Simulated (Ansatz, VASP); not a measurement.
**ZnS in VASP and in Ansatz**

The input INCAR:

```
SYSTEM = ZnS
PREC = Accurate
ENCUT = 520
EDIFF = 1E-6
ISMEAR = -1
SIGMA = 0.01
LREAL = .FALSE.
LASPH = .TRUE.
NELM = 80
ALGO = Normal
ISIF = 2
LWAVE = .FALSE.
LCHARG = .FALSE.
GGA = PE
NBANDS = 16
```

The input KPOINTS:

```
regular mesh
0
G
  8 8 8
  0 0 0
```

File POSCAR:

```
ZnS
1.0
    0.0000000000      2.7046500000      2.6776035000
    2.7046500000      0.0000000000      2.6776035000
    2.7046500000      2.7046500000      0.0000000000
Zn S
1 1
Direct
    0.0000000000      0.0000000000      0.0000000000
    0.7500000000      0.7500000000      0.7500000000
```

Input for Ansatz:

```yaml
crystal:
  lattice:
    - [0.0, 2.70465, 2.6776035]
    - [2.70465, 0.0, 2.6776035]
    - [2.70465, 2.70465, 0.0]
  atoms:
    - { symbol: Zn, position: [0.0, 0.0, 0.0] }
    - { symbol: S, position: [0.75, 0.75, 0.75] }
kpoints:
  mp_grid: { grid: [8, 8, 8] }
  band_path:
    path:
      - [0.0, 0.0, 0.0]
      - [0.0, 0.5, 0.5]
      - [0.25, 0.75, 0.5]
      - [0.0, 0.5, 0.0]
      - [0.0, 0.0, 0.0]
      - [0.5, 0.5, 0.0]
      - [0.3775380063, 0.6224619937, 0.0]
      - [-0.3775380063, 0.3775380063, 0.0]
      - [0.0, 0.0, 0.0]
    npoints: 5
scf:
  occupations: { method: fermi_dirac, width: 0.01 }
hamiltonian:
  xc: pbe
  pseudopotentials: { kind: all_electron, lapw: { basis_error: 0.00025 } }
output:
  forces: true
  stress: true
  eigenvalues: true
```

Change from the starting cell: zz strain of -1 %.

Alike in both runs: task single point; functional PBE; k mesh 8 × 8 × 8; occupations fermi-dirac, width 0.01 eV; no spin polarisation.

```csv
,VASP,Ansatz
version,VASP 6.6.1,Ansatz 0.2.0
potentials or method,"VASP PAW PBE potentials, release 64 (Zn, S)","all-electron LAPW, scalar-relativistic"
plane-wave cutoff (eV),520,see its input
```

```tsv
	VASP	Ansatz	Ansatz less VASP
gap on the k mesh at the Fermi level (eV)	2.12	2.12	-0.002
pressure (GPa)	2.3	2.2	-0.16
largest component of the traceless stress (GPa)	0.26	0.26	+0.003
```

Ansatz ran all-electron here, so the differences hold the error of VASP's frozen core and of both bases.
